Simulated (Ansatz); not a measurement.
# HfSi2 (021): surface energy and levels, part 2 of 2

This session takes HfSi2 and sets out to cut the (021) surface, relax it and get its surface energy and levels.

Ansatz 0.2.0; DFT PBE, scalar-relativistic, plane waves, PAW.

## Step 5: All atoms of the slab relaxed

Contents of input.yaml:

```yaml
crystal:
  lattice:
    - [3.6826381087, 0.0, 0.0]
    - [-1.8413190543, 8.1625312873, 0.0]
    - [0.0, 0.0, 27.7265484176]
  atoms:
    - { symbol: Si, position: [0.9817810182, 0.9635620364, 0.2704988694] }
    - { symbol: Si, position: [0.1186948848, 0.2373897696, 0.3038897498] }
    - { symbol: Si, position: [0.325118482, 0.6502369639, 0.3167565303] }
    - { symbol: Hf, position: [0.491080394, 0.9821607879, 0.3415704104] }
    - { symbol: Hf, position: [0.709871412, 0.4197428241, 0.3507854693] }
    - { symbol: Si, position: [0.875833324, 0.7516666481, 0.3755993493] }
    - { symbol: Si, position: [0.0822569212, 0.1645138424, 0.3884661298] }
    - { symbol: Si, position: [0.2191707878, 0.4383415756, 0.4218570103] }
    - { symbol: Si, position: [0.425594385, 0.8511887699, 0.4347237908] }
    - { symbol: Hf, position: [0.591556297, 0.183112594, 0.4595376708] }
    - { symbol: Hf, position: [0.810347315, 0.6206946301, 0.4687527297] }
    - { symbol: Si, position: [0.976309227, 0.9526184541, 0.4935666098] }
    - { symbol: Si, position: [0.1827328242, 0.3654656484, 0.5064333902] }
    - { symbol: Si, position: [0.3196466908, 0.6392933816, 0.5398242707] }
    - { symbol: Si, position: [0.526070288, 0.052140576, 0.5526910512] }
    - { symbol: Hf, position: [0.6920322, 0.3840644, 0.5775049312] }
    - { symbol: Hf, position: [0.910823218, 0.8216464361, 0.5867199901] }
    - { symbol: Si, position: [0.07678513, 0.1535702601, 0.6115338702] }
    - { symbol: Si, position: [0.2832087272, 0.5664174544, 0.6244006507] }
    - { symbol: Si, position: [0.4201225938, 0.8402451876, 0.6577915311] }
    - { symbol: Si, position: [0.626546191, 0.253092382, 0.6706583116] }
    - { symbol: Hf, position: [0.792508103, 0.585016206, 0.6954721916] }
    - { symbol: Hf, position: [0.011299121, 0.0225982421, 0.7046872505] }
    - { symbol: Si, position: [0.177261033, 0.3545220661, 0.7295011306] }
basis:
  ecutwfc: 420
kpoints:
  mp_grid: { grid: [10, 5, 1] }
hamiltonian:
  xc: pbe
scf:
  occupations: { method: gaussian, width: 0.1 }
output:
  forces: true
  eigenvalues: true
  write_density: true
  write_potential: true
  elf: true
  volumetric_format: npy
relax:
  adjacent_minimum: "off"
  f_tol: 0.02
  max_steps: 60
efield:
  axis: 3
  dipole_correction: true
  ramp_width: 0.04
```

The run is started by

```sh
ansatz run input.yaml --threads 8 --pin off --max-ram 15360MiB --backend cpu --events-out ev --progress --plain --runs-dir out
```

What it wrote:

```text
Warning: crystal.symmetry: narrowed to the stabiliser of the k-point mesh — unitary ops 2 → 1; excluded 1 operation that carries a point of the 10×5×1 mesh (shift [0, 0, 0]) off the mesh (the run samples exactly the mesh kpoints.mp_grid names, as under crystal.symmetry.detect: false, and its converged state has the mesh's symmetry, not the crystal's; ε∞, the Born charges and the force constants of a linear response (`dielectric:` by the response, `phonons.method: dfpt`) are averaged over those of the crystal's operations that the state keeps within a tolerance, where `mesh_tensors`, `unaveraged_element` or `gamma_mean_max_change_ev_ang2` stands beside them; a row that `dielectric.field_direction` solves alone is averaged likewise, with nothing beside; a Γ-centred mesh of equal divisions is mapped onto itself by every operation and keeps the whole group, as does a half-shifted one under kpoints.further_shifts: images)
Warning: RAYON_NUM_THREADS=8 ignored (pool sized by the plan → 8); use --threads N
Engine: ansatz 0.2.0, aarch64-unknown-linux-gnu
Pseudopotentials: kind: paw
Pseudopotential: Si, paw, valence charge 4, recommended cutoff 420 eV (normal), Si.paw.azcp
Pseudopotential: Hf, paw, valence charge 26, recommended cutoff 420 eV (normal), Hf.paw.azcp
Functional definition: PBE
  parameter kappa = 0.804
  parameter beta = 0.06672455060314922
  exchange = pbe_x(kappa = kappa, mu = beta*pi^2/3)
  correlation = pbe_c(beta = beta)
Crystal: 24 atoms, lattice volume = 833.450 Å³
Basis set: ecut = 420 eV, 16237 PW (Γ), exchange–correlation on 50×120×384 points (8 copies of the dense FFT grid, shifted against one another)
Bands: 164, of which v1, the nominal top of the filled ones, is band 136 counted from 1 (135 counted from 0)
Symmetry: 1 space group operations
k-points: 26 of 50 (time reversal used)
Non-local potential: Si, projectors of the file, l = 0: 2, l = 1: 2, l = 2: 2
Non-local potential: Hf, projectors of the file, l = 0: 3, l = 1: 2, l = 2: 2, l = 3: 3
PAW form: soft (Blöchl's): semilocal exchange-correlation on the pseudo side does not see the compensation charge
PAW one-centre angular grid: Si, 110 points (default); XC on 64 Gauss nodes
PAW one-centre angular grid: Hf, 590 points (default); XC on 64 Gauss nodes
Initial density: superposition of atomic densities (neutral atoms: chi_scale 0, normalization atom), corrected by the library's trained network
Initial wavefunctions: pseudopotential atomic-orbital guess
Functional: x = pbe(κ = 0.804, μ = 0.2195149727645171), c = pbe(β = 0.06672455060314922)
SCF iter   1: F=—  HF=-135949.944997 eV  |F-HF|=—  |Δ(HF+E_count)|=         —  Δρ=2.75e-3  dr2=2.41e-1  ethr=1.77e-3  p=0.173 e·Å  D=3.76e-2 V/Å  ΔV_dip=-1.04 eV  dr2_dipole=9.19e-2  V_vac-E_F(+/−)=4.03/5.07 eV  ⟨swp⟩=7.5  Hψ=17755  notcnv=0  defer=38
efield: sawtooth ramp at fractional position 0.9800 (placed from the atoms, in the widest stretch of the axis that holds none; the zero of the levels goes with the place), width 0.0400; the density the first Hamiltonian is built on has a dipole p = 0.173 e·Å; the dipole correction subtracts the counter field D = 3.76e-2 V/Å, which shifts the + side's vacuum level by -1.04 eV against the − side's; the planar-averaged density in the ramp window peaks in size at 1.4e-5 e/Å³
preconditioner: auto → LDOS  [metal: Δε(μ)=0.019 eV  Ē_g=10.610 eV  σ=0.100 eV  W_gap=0.11  n_scr=174 (ndim 8)  ℏωp=18.6 eV  f_vac=0.460  D(μ)=10.44/eV (n_scr^D=34)  β→1.0]
SCF iter   2: F=—  HF=-135949.931205 eV  |F-HF|=—  |Δ(HF+E_count)|=   1.38e-2  Δρ=1.21e-3  dr2=5.60e-2  ethr=8.85e-5  p=0.143 e·Å  D=3.09e-2 V/Å  ΔV_dip=-0.86 eV  dr2_dipole=1.83e-4  V_vac-E_F(+/−)=4.10/4.95 eV  ⟨swp⟩=2.1  Hψ=8475  notcnv=0  defer=494
SCF iter   3: F=—  HF=-135949.925354 eV  |F-HF|=—  |Δ(HF+E_count)|=   5.85e-3  Δρ=5.47e-4  dr2=9.02e-3  ethr=2.06e-5  p=0.143 e·Å  D=3.10e-2 V/Å  ΔV_dip=-0.86 eV  dr2_dipole=1.92e-4  V_vac-E_F(+/−)=4.09/4.95 eV  ⟨swp⟩=2.2  Hψ=7270  notcnv=0  defer=494
[... 28 lines left out ...]
Levels:          The Fermi level and band energies are counted from a zero that moves with the ramp; work functions are not
--- Per-component energies (eV) ---
  E_band       = -2882.008758
  E_kinetic    = 4045.195782
  E_local      = -351096.817580  (includes V_loc(G=0)·N_el)
  E_nonlocal   = -9545.470929
  E_hartree    = 172622.467627
  E_xc         = -3291.184187
  E_vxc        = -2889.210913  (∫ρ·V_xc dr)
  E_paw        = -63615.931829  (= ΣΔE_a)
  E_vpaw       = 11361.743383  (= ΣTr[D̂ρ^β])
  E_aug_tail   = 0.000093  (compensation charges beyond the density's cutoff)
  E_efield     = 0.000977  (sawtooth field / dipole correction)
  E_vefield    = -2.374347  (∫n·V_field dr)
  E_ewald      = 114930.908855
  E_smearing   = -0.048457  (= −TS)
  E_closure    = 0.000000  (closes the sum)
  Σ components = -135950.879648   (vs F -135950.879648, Δ=0.00e0)
--- Forces (eV/Å), atoms counted from 1 ---
  atom   1  Si    -0.00002204    -0.00040881    -0.00088402
  atom   2  Si    -0.00010956     0.00094187     0.00164409
  atom   3  Si     0.00009690     0.00324671    -0.00009599
  atom   4  Hf     0.00004778    -0.00176581     0.00293642
  atom   5  Hf    -0.00004292     0.00081148    -0.00508899
  atom   6  Si     0.00007795    -0.00202214    -0.00057272
  atom   7  Si     0.00000641    -0.00150329     0.00000490
  atom   8  Si     0.00002900     0.00059135     0.00013161
  atom   9  Si     0.00003649     0.00057283    -0.00012279
  atom  10  Hf    -0.00000905    -0.00231571    -0.00056951
  atom  11  Hf     0.00001699     0.00125405     0.00188104
  atom  12  Si    -0.00003159     0.00062144     0.00019986
  atom  13  Si     0.00004097     0.00205088     0.00080987
  atom  14  Si    -0.00000632     0.00002474     0.00142214
  atom  15  Si    -0.00009430    -0.00046035     0.00168203
  atom  16  Hf    -0.00006990     0.00077723     0.00000527
  atom  17  Hf    -0.00002056    -0.00172143    -0.00030374
  atom  18  Si     0.00001018    -0.00107306     0.00035753
  atom  19  Si     0.00000967     0.00043664    -0.00094845
  atom  20  Si    -0.00003513    -0.00085502    -0.00402557
  atom  21  Si    -0.00000553    -0.00017320    -0.00033527
  atom  22  Hf    -0.00000325    -0.00180655     0.00163668
  atom  23  Hf     0.00002036    -0.00119811     0.00133746
  atom  24  Si     0.00005688     0.00391365    -0.00111181
  max |Σ_I F_I| component: 6.06e-5 eV/Å
--- Band table (eV; the first three rows and the last of 26) ---
[... 4 lines left out ...]
--- Relaxed structure (16 steps of the walk, 14 accepted, 0 SCFs on fresh bases) ---
  F+E_penalty+E_count = -135950.87964815 eV   max|allowed force component| = 5.089e-3 eV/Å
  atoms:
    - { symbol: Si, position: [0.897922909404707, 0.7957391013079227, 0.27789050956008227] }
    - { symbol: Si, position: [0.10706968838744133, 0.21409785756100416, 0.30157500045809704] }
    - { symbol: Si, position: [0.32836245794790736, 0.6566068597435425, 0.3185513522521064] }
    - { symbol: Hf, position: [0.49587193143647323, 0.9917002977037062, 0.34225226389880886] }
    - { symbol: Hf, position: [0.710346707123144, 0.42055516562078565, 0.34934095611843025] }
    - { symbol: Si, position: [0.8814427046095921, 0.7628530644851804, 0.3773891897649413] }
    - { symbol: Si, position: [0.09094756194507568, 0.18183295733098384, 0.38653865165806994] }
    - { symbol: Si, position: [0.22658382252870185, 0.45311291313173374, 0.4204961710441048] }
    - { symbol: Si, position: [0.4313102015353518, 0.8625949215737168, 0.43481644118760787] }
    - { symbol: Hf, position: [0.5965744468156476, 0.19312637459852808, 0.45858925578258863] }
    - { symbol: Hf, position: [0.8154050237272008, 0.6307344954990335, 0.4704101950576785] }
    - { symbol: Si, position: [0.9815167518360315, 0.9630316878658277, 0.4946065651502468] }
    - { symbol: Si, position: [0.1899101265589334, 0.37984239770901645, 0.5043444743491513] }
    - { symbol: Si, position: [0.32603750442513785, 0.6520937228060408, 0.5411230976315539] }
    - { symbol: Si, position: [0.5308823896826457, 0.06180095451684518, 0.5524822621828878] }
    - { symbol: Hf, position: [0.6986895590782253, 0.397453607872171, 0.5746679824616838] }
    - { symbol: Hf, position: [0.9162820017208119, 0.8326238765108249, 0.590022100324065] }
    - { symbol: Si, position: [0.08372452688690145, 0.16742377169507172, 0.6088133559466813] }
    - { symbol: Si, position: [0.2844363993180754, 0.5689963219589955, 0.624443851178314] }
    - { symbol: Si, position: [0.4120412053114823, 0.8242124974735554, 0.6704679868878483] }
    - { symbol: Si, position: [0.6329779176234048, 0.26600246854307225, 0.6693806913239017] }
    - { symbol: Hf, position: [0.7922974269453569, 0.5847524189361114, 0.692040717326751] }
    - { symbol: Hf, position: [0.019602816570389408, 0.039361998523140006, 0.696718206786218] }
    - { symbol: Si, position: [0.17641448683136118, 0.3527514035331894, 0.7262616110681819] }
```

It took 28 min on 8 threads of Arm Neoverse V1, shared host; peak memory 6.1 GiB.

The steps of the relaxation:

```
step  E - E(step 1) (eV/cell)  largest force component (eV/Å)
   1                   0.0000                          1.2394
   2                  -0.5299                          0.6263
   3                  -0.7334                          0.2863
   4                  -0.8045                          0.2828
   5                  -0.8367                          0.1660
   6                  -0.8595                          0.1035
   7                  -0.8751                          0.1210
   8                  -0.9045                          0.1581
   9                  -0.9407                          0.1526
  10                  -0.9408                          0.2065
  11                  -0.9509                          0.1102
  12                  -0.9556                          0.0276
  13                  -0.9555                          0.0351
  14                  -0.9556                          0.0277
  15                  -0.9555                          0.0365
  16                  -0.9559                          0.0051
```

Step 1 is the start. Steps 13, 15 were tried and not accepted.

This gives work function 3.95 eV (top face), 4.52 eV (bottom face); dipole along +c 0.095 e·Å per cell.

Plane-averaged electrostatic potential energy of an electron across the slab, counted from the Fermi level:

(z (Å), V (eV)): (1.73, 4.52), (2.31, 4.52), (2.60, 4.52), (3.18, 4.52), (3.75, 4.52), (4.33, 4.52), (4.62, 4.51), (5.20, 4.49), (5.78, 4.41), (6.07, 4.30), (6.64, 3.53), (7.22, 0.47), (7.80, -4.01), (8.09, -5.88), (8.66, -8.82), (9.24, -10.30), (9.53, -9.83), (10.11, -10.27), (10.69, -8.10), (11.26, -5.54), (11.55, -6.45), (12.13, -9.44), (12.71, -9.61), (13.00, -9.63), (13.57, -10.14), (14.15, -6.69), (14.73, -5.81), (15.02, -7.80), (15.60, -10.07), (16.17, -9.71), (16.46, -10.12), (17.04, -8.78), (17.62, -4.18), (18.20, -6.63), (18.48, -10.36), (19.06, -12.14), (19.64, -9.06), (19.93, -7.15), (20.51, -1.86), (21.08, 2.26), (21.66, 3.52), (21.95, 3.74), (22.53, 3.90), (23.11, 3.93), (23.39, 3.94), (23.97, 3.95), (24.55, 3.95), (25.13, 3.95), (25.42, 3.95), (25.99, 3.95)

Density in a lattice plane of the grid's cell (edges 3.68 and 27.73 Å, at 0.182 of the third edge), which holds Si and Hf.

Values in e/Å³, 12 rows by 6 columns:
```
0.00 0.00 0.00 0.00 0.00 0.00
0.00 0.00 0.00 0.00 0.00 0.00
0.14 0.15 0.08 0.03 0.03 0.07
0.26 0.26 0.35 0.41 0.40 0.36
0.37 0.36 0.35 0.28 0.27 0.34
0.15 0.15 0.17 0.32 0.34 0.18
0.41 0.41 0.33 0.29 0.29 0.32
0.42 0.42 0.30 0.18 0.18 0.28
0.08 0.08 0.04 0.02 0.02 0.04
0.00 0.00 0.00 0.00 0.00 0.00
0.00 0.00 0.00 0.00 0.00 0.00
0.00 0.00 0.00 0.00 0.00 0.00
```
Columns run along the first of these edges and rows up along the second, over one cell in 6 and 12 even steps from the bottom left corner. Atoms in the plane (fractional): Si at (0.09, 0.39), Hf at (0.60, 0.46), Si at (0.08, 0.61).

ELF in the same plane.

Ten even steps from '0' (0.00) to '9' (0.85):
```
000000
000000
000000
552002
996116
224885
777768
338448
114885
332112
233993
449449
887336
559559
996106
000000
000000
000000
000000
000000
```
Columns run along the first of these edges and rows up along the second, over one cell in 6 and 20 even steps from the bottom left corner. Atoms in the plane (fractional): Si at (0.09, 0.39), Hf at (0.60, 0.46), Si at (0.08, 0.61).

Both are smooth fields of the valence electrons: close to the nuclei they are not physical.

Maxima of ELF outside the ion cores: 0.96 beside Si, off the lines to its neighbours, 1.1 Å from Si; 0.83 on the Si–Hf line, 1.0 Å from Si; 0.82 on the Si–Si line, 1.0 Å from Si.

## Step 6: Surface energy and levels of (021)

γ = (E_slab − N E_bulk) / (2A); here N = 24 and A = 30.06 Å².

|  | as cut | relaxed |
| --- | --- | --- |
| surface energy, mean of both faces | 1.99 J/m² | 1.73 J/m² |
| work function | 4.09 eV (top face), 4.92 eV (bottom face) | 3.95 eV (top face), 4.52 eV (bottom face) |
| dipole along +c (e·Å/cell) | 0.137 | 0.095 |

How the layers moved (bottom to top):

```
plane  atoms  spacing to the next, as cut (Å)  relaxed (Å)  change (%)  rumpling (Å)
    1     Si                            0.926        0.657       -29.1         0.000
    2     Si                            0.357        0.471       +31.9         0.000
    3     Si                            0.688        0.657        -4.5         0.000
    4     Hf                            0.256        0.197       -23.1         0.000
    5     Hf                            0.688        0.778       +13.0         0.000
    6     Si                            0.357        0.254       -28.9         0.000
    7     Si                            0.926        0.942        +1.7         0.000
    8     Si                            0.357        0.397       +11.3         0.000
    9     Si                            0.688        0.659        -4.2         0.000
   10     Hf                            0.256        0.328       +28.3         0.000
   11     Hf                            0.688        0.671        -2.5         0.000
   12     Si                            0.357        0.270       -24.3         0.000
   13     Si                            0.926        1.020       +10.1         0.000
   14     Si                            0.357        0.315       -11.7         0.000
   15     Si                            0.688        0.615       -10.6         0.000
   16     Hf                            0.256        0.426       +66.6         0.000
   17     Hf                            0.688        0.521       -24.3         0.000
   18     Si                            0.357        0.433       +21.5         0.000
   19     Si                            0.926        1.276       +37.8         0.000
   20     Si                            0.357       -0.030      -108.5         0.000
   21     Si                            0.688        0.628        -8.7         0.000
   22     Hf                            0.256        0.130       -49.2         0.000
   23     Hf                            0.688        0.819       +19.1         0.000
   24     Si                                                                   0.000
```

## Step 7: Summary of results

What follows sums up all 2 parts.

| quantity | value |
| --- | --- |
| surface energy, (021), cut with Si on top | 1.73 J/m² |
| work function, (021), cut with Si on top | 3.95 eV (top face), 4.52 eV (bottom face) |

What this shows: On (021) the top spacing expands by 19.1 %, and relaxation gains 0.256 J/m² a face. Another spacing, gap 20 from the bottom, changes more, by -108.5 %. Inner planes relax by over 3 % too, so the slab is too thin to hold a bulk-like region. The runs treat Hf without spin-orbit coupling.
